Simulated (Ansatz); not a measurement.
# (110) slab of rocksalt PbS, 14.6 Å thick as cut, bare faces

Ansatz, PAW, plane waves, no spin–orbit coupling unless named; atoms relaxed with PBEsol, the curve by HSE06. The curve holds the local part of the PAW potentials, so its shape inside matter depends on the files.

```cif
data_structure
_symmetry_space_group_name_H-M 'P 1'
_symmetry_Int_Tables_number 1
_cell_length_a 4.1719
_cell_length_b 5.9000
_cell_length_c 27.6018
_cell_angle_alpha 90.000
_cell_angle_beta 90.000
_cell_angle_gamma 90.000
_cell_volume 679.40
loop_
_atom_site_label
_atom_site_type_symbol
_atom_site_fract_x
_atom_site_fract_y
_atom_site_fract_z
_atom_site_occupancy
S1 S 0.50041 0.99702 0.75999 1
S2 S 0.50057 0.98160 0.45522 1
S3 S 0.50047 0.97919 0.60767 1
S4 S 0.50057 0.00442 0.29988 1
S5 S 0.00045 0.48177 0.54469 1
S6 S 0.00053 0.49625 0.24001 1
S7 S 0.00034 0.50555 0.70008 1
S8 S 0.00051 0.47914 0.39220 1
Pb1 Pb 0.00047 0.98913 0.53962 1
Pb2 Pb 0.00057 0.03368 0.23516 1
Pb3 Pb 0.00035 0.01057 0.69460 1
Pb4 Pb 0.00058 0.99728 0.38709 1
Pb5 Pb 0.50035 0.53439 0.76478 1
Pb6 Pb 0.50056 0.48912 0.46026 1
Pb7 Pb 0.50045 0.49757 0.61282 1
Pb8 Pb 0.50055 0.51000 0.30539 1
```

Planar mean of the electrostatic potential energy along the normal, from the vacuum level:

| z (Å) | v (eV) |
| --- | --- |
| 0.00 | 0.00 |
| 0.29 | 0.00 |
| 0.72 | 0.00 |
| 1.01 | 0.00 |
| 1.29 | 0.00 |
| 1.73 | 0.00 |
| 2.01 | 0.00 |
| 2.44 | 0.00 |
| 2.73 | 0.00 |
| 3.02 | 0.00 |
| 3.45 | -0.01 |
| 3.74 | -0.02 |
| 4.03 | -0.03 |
| 4.46 | -0.11 |
| 4.74 | -0.25 |
| 5.03 | -0.56 |
| 5.46 | -1.92 |
| 5.75 | -4.69 |
| 6.04 | -8.21 |
| 6.47 | -10.84 |
| 6.76 | -10.87 |
| 7.19 | -8.13 |
| 7.48 | -6.25 |
| 7.76 | -8.57 |
| 8.19 | -11.05 |
| 8.48 | -10.97 |
| 8.77 | -9.56 |
| 9.20 | -5.00 |
| 9.49 | -3.11 |
| 9.78 | -3.83 |
| 10.21 | -8.32 |
| 10.49 | -10.55 |
| 10.78 | -11.13 |
| 11.21 | -9.66 |
| 11.50 | -6.65 |
| 11.93 | -7.12 |
| 12.22 | -9.99 |
| 12.51 | -11.09 |
| 12.94 | -10.39 |
| 13.23 | -7.93 |
| 13.51 | -4.83 |
| 13.94 | -3.79 |
| 14.23 | -6.35 |
| 14.52 | -9.40 |
| 14.95 | -11.14 |
| 15.24 | -10.74 |
| 15.53 | -8.69 |
| 15.96 | -5.59 |
| 16.24 | -8.28 |
| 16.68 | -11.01 |
| 16.96 | -10.98 |
| 17.25 | -9.64 |
| 17.68 | -5.07 |
| 17.97 | -3.11 |
| 18.26 | -3.76 |
| 18.69 | -8.18 |
| 18.98 | -10.49 |
| 19.26 | -11.14 |
| 19.70 | -9.86 |
| 19.98 | -7.09 |
| 20.27 | -6.76 |
| 20.70 | -10.42 |
| 20.99 | -10.98 |
| 21.42 | -9.56 |
| 21.71 | -6.47 |
| 22.00 | -3.07 |
| 22.43 | -0.83 |
| 22.71 | -0.37 |
| 23.00 | -0.16 |
| 23.43 | -0.05 |
| 23.72 | -0.02 |
| 24.01 | -0.01 |
| 24.44 | 0.00 |
| 24.73 | 0.00 |
| 25.01 | 0.00 |
| 25.45 | 0.00 |
| 25.73 | 0.00 |
| 26.16 | 0.00 |
| 26.45 | 0.00 |
| 26.74 | 0.00 |
| 27.17 | 0.00 |
| 27.46 | 0.00 |

(1) How far below the vacuum level do the top filled and the lowest empty level lie, by each functional?

Answers

(1) PBEsol: 4.51 and 3.55 eV (gap 0.95 eV, a 6×4×1 mesh); HSE06: 4.85 and 3.25 eV (gap 1.61 eV, a 4×3×1 mesh); r²SCAN: 4.69 and 3.36 eV (gap 1.33 eV, a 4×3×1 mesh). Either level can be a surface state and not a band edge of the crystal.
